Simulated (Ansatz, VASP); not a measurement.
# Two plane-wave programs on Sc

```xyz
4
Lattice="5.7326 0.0000 0.0000 0.0000 5.1833 0.0000 0.0000 0.0000 3.3233" Properties=species:S:1:pos:R:3 pbc="T T T"
Sc    0.9655    1.2958    1.6647
Sc    4.7671    3.8875    1.6587
Sc    1.9008    3.8875    0.0030
Sc    3.8318    1.2958    3.3203
```

Alike in both runs: functional PBE; k mesh 4 × 2 × 6; occupations gaussian, width 0.1 eV; no spin polarisation.

Ansatz relaxed the structure, and its values are those at the end. VASP's run is a single point on that final structure, the one shown.

```csv
,VASP,Ansatz
version,VASP 6.6.1,Ansatz 0.2.0
potentials or method,"VASP PAW PBE potentials, release 64 (Sc_sv)","scalar-relativistic, plane waves, PAW"
plane-wave cutoff (eV),520,420
valence electrons in the cell,44,44
```

|  | VASP | Ansatz | Ansatz less VASP |
| --- | --- | --- | --- |
| gap on the k mesh at the Fermi level (eV) | none | none | - |
| pressure (GPa) | 0.1 | 0.1 | -0.03 |
| rms of the force components (eV/Å) | 0.007 | 0.007 | +0.0001 |

A gap of «none» marks a metal or a gap that the smearing closes. The functional is the same, so the differences come from potentials, cutoffs and numerics.

Caveats: the k mesh is coarse (spacing up to 0.61 Å⁻¹), so the values aren't converged.
